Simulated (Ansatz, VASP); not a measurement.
**Al: VASP beside Ansatz**

INCAR

```
  PREC = Accurate
  ENCUT = 520
  EDIFF = 1E-7
  ISMEAR = -1
  SIGMA = 0.15
  LREAL = F
  LASPH = T
  NELM = 80
  ALGO = Normal
  ISIF = 2
  LWAVE = F
  LCHARG = F
  NBANDS = 14
```

File KPOINTS:

```
regular mesh
0
Gamma
  9 9 3
```

File POSCAR:

```
Al
1.0
    2.8825239592      0.0000000000      0.0000000000
   -1.4412624894      2.4963394850      0.0000000000
    0.0000000000      0.0000000000      9.3661562495
Al
4
Direct
    0.0000000000      0.0000000000      0.0000000000
    0.3333333333      0.6666666667      0.2500000000
    0.0000000000      0.0000000000      0.5000000000
    0.6666666667      0.3333333333      0.7500000000
```

Input for Ansatz:

```yaml
crystal:
  lattice:
    - [2.882523959174932, 0.0, 0.0]
    - [-1.4412624893938772, 2.496339485005583, 0.0]
    - [0.0, 0.0, 9.366156249480722]
  atoms:
    - { symbol: Al, position: [0.0, 0.0, 0.0] }
    - { symbol: Al, position: [0.3333333333333333, 0.6666666666666666, 0.25] }
    - { symbol: Al, position: [0.0, 0.0, 0.5] }
    - { symbol: Al, position: [0.6666666666666666, 0.3333333333333333, 0.75] }
basis:
  ecutwfc: 510.0
kpoints:
  mp_grid:
    grid: [9, 9, 3]
hamiltonian:
  xc: lda
scf:
  occupations:
    method: fermi_dirac
    width: 0.15
output:
  stress: true
```

This isn't the form of Al at room conditions, which is fcc.

Alike in both runs: task single point; functional LDA; k mesh 9 × 9 × 3; occupations fermi-dirac, width 0.15 eV; no spin polarisation.

```csv
,VASP,Ansatz
version,VASP 6.6.1,Ansatz 0.2.0
potentials or method,"VASP PAW LDA potentials, release 64 (Al)","plane waves, PAW"
plane-wave cutoff (eV),520,510
valence electrons in the cell,12,12
```

```csv
,VASP,Ansatz,Ansatz less VASP
pressure (GPa),-4.4,-4.4,-0.05
largest component of the traceless stress (GPa),1.27,1.27,-0.003
```
